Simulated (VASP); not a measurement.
Input of a VASP 6.6.1 run:

INCAR

```
ALGO = Fast
EDIFF = 1E-6
EDIFFG = -0.02
ENCUT = 600
IBRION = 2
ISIF = 3
ISMEAR = -1
LASPH = True
LCHARG = False
LREAL = False
LWAVE = False
NELM = 60
NSW = 40
PREC = Accurate
SIGMA = 0.05
```

KPOINTS

```
k-points
0
Gamma
  8 8 6
```

POSCAR

```
MgSi
1.0
    2.9083940000      0.0000000000      0.0000000000
    0.0000000000      2.9083940000      0.0000000000
    0.0000000000      0.0000000000      4.1034270000
Si Mg
1 1
Direct
    0.5000000000      0.5000000000      0.5000000000
    0.0000000000      0.0000000000      0.0000000000
```

Potentials or basis: VASP PAW LDA potentials, release 64 (Si, Mg).

Launch:

```console
$ cat potpaw_LDA.64/Si/POTCAR potpaw_LDA.64/Mg/POTCAR > POTCAR
$ mpirun -np 1 vasp_std > vasp.out
```

**Question.** Estimate the relaxed volume.

**Answer.** 16.36 Å³/atom.

**Question.** Estimate the band gap on the k mesh.

**Answer.** None (metal or under the smearing width).

**Question.** Predict the relaxed cell.

**Answer.** a = 2.871 Å, b = 2.871 Å, c = 3.969 Å, α = 90.00°, β = 90.00°, γ = 90.00°.

Stress tensor (GPa, compression positive):
```
 0.08  0.00  0.00
 0.00  0.08  0.00
 0.00  0.00 -0.04
```
